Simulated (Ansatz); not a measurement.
MgS (started from an entry of an open crystallographic database), relaxed with r2SCAN in Ansatz. The symmetry is Fm-3m (No. 225, cubic); conventional cell a = 5.203 Å, 17.61 Å³ an atom. Mg is surrounded by 6 S at 2.60 Å; S is surrounded by 6 Mg at 2.60 Å.

The axes x, y and z are those of this cell:
```
CELL_PARAMETERS angstrom
0.00000 2.60152 2.60152
2.60152 0.00000 2.60152
2.60152 2.60152 0.00000
ATOMIC_POSITIONS crystal
Mg 0.00000 0.00000 0.00000
S 0.50000 0.50000 0.50000
```

Unstrained: PBE gives an indirect gap of 2.790 eV, from Γ to X; the least direct gap is 3.723 eV at Γ. The r2SCAN gap is indirect, 3.463 eV (Γ to X), below the direct gap of 4.642 eV at Γ. With HSE06 the valence top lies at Γ and the conduction bottom at X, 3.804 eV higher; the smallest vertical gap, at Γ, is 4.827 eV. Meshes: PBE 8×8×8, r2SCAN 8×8×8, HSE06 6×6×6. Strains are changes of length per length. After each strain the atoms were relaxed again with r2SCAN within the symmetry that the strain leaves, so tilts or polar shifts that break it weren't tested; points keep the names that they have in the unstrained zone. No spin polarisation and no zero-point or thermal motion.

Task: One strain changed the r2SCAN stress by xx -6.16, yy -2.24, zz -2.24 GPa (compression positive) and the gap by -0.319 eV (PBE), -0.326 eV (r2SCAN), -0.356 eV (HSE06). Which kind of strain was it, and roughly how large?

Result: Uniaxial +5.73 % along x, other directions held. The pattern of the stress gives the kind; the size needs the stiffness, so it is an estimate.

Task: Estimate what uniaxial -2.78 % along z, other directions held does to the gap.

Result: PBE: the gap goes from 2.790 to 2.717 eV (-0.073 eV); with r2SCAN the top three valence levels at Γ, degenerate before, become 2+1 from the top over 129 meV. r2SCAN: the gap goes from 3.463 to 3.383 eV (-0.080 eV). HSE06: the gap goes from 3.804 to 3.727 eV (-0.077 eV). The r2SCAN energy rises by 7.2 meV an atom.

The meshes of the hybrids are coarse, so their gaps aren't converged to the digits shown.

The splittings at Γ are without spin-orbit coupling, which regroups them where it is of like size or larger.
